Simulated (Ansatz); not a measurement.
Set up this calculation in Ansatz 0.2.0, as an ASE script.

* Task: electron localisation function
* Functional: PBE
* Dispersion: D4
* Potentials or basis: PseudoDojo standard
* Cutoff: 1143 eV
* Density cutoff: 4572 eV
* k mesh: 7 × 7 × 7
* Occupations: fermi-dirac, width 0.05 eV
* Spin: non-collinear spin, program default start, spin-orbit coupling
* Driver: chain

The structure of As lies in POSCAR:

```
As
1.0
    1.8807968987      1.0858785957      3.5140619945
   -1.8807968987      1.0858785957      3.5140619945
    0.0000000000     -2.1717571915      3.5140619945
As
2
Direct
    0.2248300000      0.2198410000      0.2310960000
    0.7705720000      0.7834600000      0.7648490000
```

The cell isn't the ideal one: atoms moved at random, drawn with an rms of 0.05 Å.

These files were run (other wordings do the same):

run.py

```python
import json

import ase.io
import numpy as np

import ansatz as az

atoms = ase.io.read("POSCAR", format="vasp")

calculation = (
    az.Crystal.from_ase(atoms)
    .calculation()
    .kpoints(7, 7, 7)
    .functional("pbe", dispersion="d4")
    .pseudopotentials(kind="nc_fr", accuracy="standard")
    .spin("noncollinear", soc=True)
    .occupations(method="fermi_dirac", width=0.05)
    .eigensolver(kind="davidson")
    .density()
    .potential()
    .output_files(volumetric_format="npy")
    .electron_localization_function()
    .forces()
    .stress()
    .band_table(publish=True)
)
outcome = calculation.run(threads=2, events_out="events.jsonl")

report = outcome.report
for line in open("events.jsonl"):
    event = json.loads(line)
    if event["event"] == "scf_iter":
        d = event["data"]
        print(f"SCF {d['iter']:3d}  HF = {d['harris_foulkes_ev']:.6f} eV  dr2 = {d['dr2_ev']:.2e} eV")
    elif event["event"] in ("relax_step", "md_step"):
        d = event["data"]
        print(f"{event['event']} {d['step']:3d}  E = {d['lagrangian_ev']:.6f} eV")
np.set_printoptions(precision=5, suppress=True, linewidth=110)
print("converged:", report["converged"], "after", report["n_iterations"], "iterations")
print(f"free energy {report['free_energy_ev']:.6f} eV, Fermi level {report['fermi_energy_ev']:.4f} eV")
for key in ("band_edges_ev", "magnetization_mub", "site_moments_mub", "site_moments_nc_mub", "forces_ev_ang",
                "stress_gpa"):
    if report.get(key) is not None:
        print(key, np.array(report[key]), sep="\n")
```

Potentials or basis: PseudoDojo standard.

The run is started by

```console
$ python run.py
```

Results of the run:

```
Pressure               : 0.6 GPa
Largest force          : 0.502 eV/Å
Band gap on the k mesh : none (metal or under the smearing width)
Net moment             : 0.00 μB per cell
Absolute moment        : 0.00 μB per cell
```

Caveat: pairwise dispersion overbinds metals, which lowers pressure and volume.

Wall time 2.6 min on 2 threads of Arm Neoverse V2, with other jobs on the host, peak memory 1.5 GiB.
